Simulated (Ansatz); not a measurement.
**Sodium, simple cubic under RPBE: from relaxation to bulk modulus**

What does RPBE give for sodium in the simple cubic structure? We relax it, solve it on a dense k-mesh, then scale the cell to 7 volumes from 88 to 112 % of the relaxed one and try a fit of the equation of state. Spin polarisation is left out. The k-meshes are 9×9×9 for the relaxation; 15×15×15 for the dense run; 10×10×10 for the volumes.

This is Na in the simple cubic structure; at room conditions it is bcc.

Computed with Ansatz 0.2.0 (DFT RPBE, plane waves (420 eV) with PAW, scalar-relativistic; PAW files made under PBE, frozen cores solved again for the functional, unless a step says otherwise).

### 1 The starting structure

Symmetry: Pm-3m, No. 221, cubic system. Conventional cell: a = 3.441 Å, b = 3.441 Å, c = 3.441 Å, α = 90.00°, β = 90.00°, γ = 90.00°. Na (site symmetry m-3m) is surrounded by 6 Na at 3.44 Å.

Coordinates:

```cif
data_structure
_symmetry_space_group_name_H-M 'Pm-3m'
_symmetry_Int_Tables_number 221
_cell_length_a 3.4405
_cell_length_b 3.4405
_cell_length_c 3.4405
_cell_angle_alpha 90.000
_cell_angle_beta 90.000
_cell_angle_gamma 90.000
_cell_volume 40.73
loop_
_atom_site_label
_atom_site_type_symbol
_atom_site_symmetry_multiplicity
_atom_site_Wyckoff_symbol
_atom_site_fract_x
_atom_site_fract_y
_atom_site_fract_z
_atom_site_occupancy
Na1 Na 1 a 0.00000 0.00000 0.00000 1
```

### 2 Relaxing cell and atoms

File input.yaml:

```yaml
crystal:
  lattice:
    - [3.440524329, 0.0, 0.0]
    - [0.0, 3.440524329, 0.0]
    - [0.0, 0.0, 3.440524329]
  atoms:
    - { symbol: Na, position: [0.0, 0.0, 0.0] }
hamiltonian:
  xc: rpbe
  pseudopotentials:
    kind: paw
    azcp:
      Na: "pseudopotentials/Na.paw.azcp"
basis:
  ecutwfc: 420
  fft_grid_basis: typed
kpoints:
  mp_grid: { grid: [9, 9, 9], shift: [0, 0, 0] }
magnetization:
  spin_polarized: false
scf:
  occupations: { method: fermi_dirac, width: 0.1 }
relax:
  max_steps: 60
  f_tol: 0.01
  cell: {}
```

Further steps of the session: Dense single point; At 88 % of the relaxed volume; At 92 % of the relaxed volume; At 96 % of the relaxed volume; At 100 % of the relaxed volume; At 104 % of the relaxed volume; At 108 % of the relaxed volume; At 112 % of the relaxed volume.

Q: Predict the outcome of this session. Wanted: space group; conventional cell; volume; shortest distance; gap on the mesh; relative to bcc; highest ELF outside the cores; V₀, B₀, B₀′.

As calculated:

```
                      quantity                               value
space group (spins left aside)                     Pm-3m (No. 221)
             conventional cell                         a = 3.489 Å
                        volume                      42.471 Å³/atom
             shortest distance                             3.489 Å
               gap on the mesh        none (levels filled in part)
               relative to bcc                       +116 meV/atom
 highest ELF outside the cores  0.52, 2.33 Å from the nearest atom
                   V₀, B₀, B₀′        42.286 Å³/atom, 5.6 GPa, 3.8
```

What this shows: From the guessed start the volume grew by 4.3 % in 4 steps. Against the reference form of sodium (bcc, computed apart with the same settings) it stands 116 meV/atom higher. Levels at the Fermi energy are filled in part, as in a metal. The fitted modulus is 5.6 GPa, a soft solid. Relaxation kept the symmetry; phonons were not checked.
